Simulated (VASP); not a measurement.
Here is a VASP 6.6.1 calculation.

Contents of INCAR:

```
PREC = Accurate
ENCUT = 520
EDIFF = 1E-6
ISMEAR = -1
SIGMA = 0.01
LREAL = False
LASPH = True
NELM = 60
ALGO = Normal
ISIF = 2
LWAVE = False
LCHARG = False
GGA = PE
NBANDS = 16
```

Contents of KPOINTS:

```
Automatic mesh
0
Gamma
  7 7 7
```

Contents of POSCAR:

```
CdTe
1.0
    0.0000000000      3.2377552326      3.2377552326
    3.2377552326      0.0000000000      3.2377552326
    3.2377552326      3.2377552326      0.0000000000
Cd Te
1 1
Direct
    0.0000000000      0.0000000000      0.0000000000
    0.7500000000      0.7500000000      0.7500000000
```

Potentials or basis: VASP PAW PBE potentials, release 64 (Cd, Te).

Command:

```bash
$ cat potpaw_PBE.64/Cd/POTCAR potpaw_PBE.64/Te/POTCAR > POTCAR
$ mpirun -np 1 vasp_std > vasp.out
```

What does it give for the pressure?

2.8 GPa.

What does it give for the band gap on the k mesh?

0.78 eV, direct.

Caveat: spin-orbit coupling is left out, which moves the levels of the heavy elements.
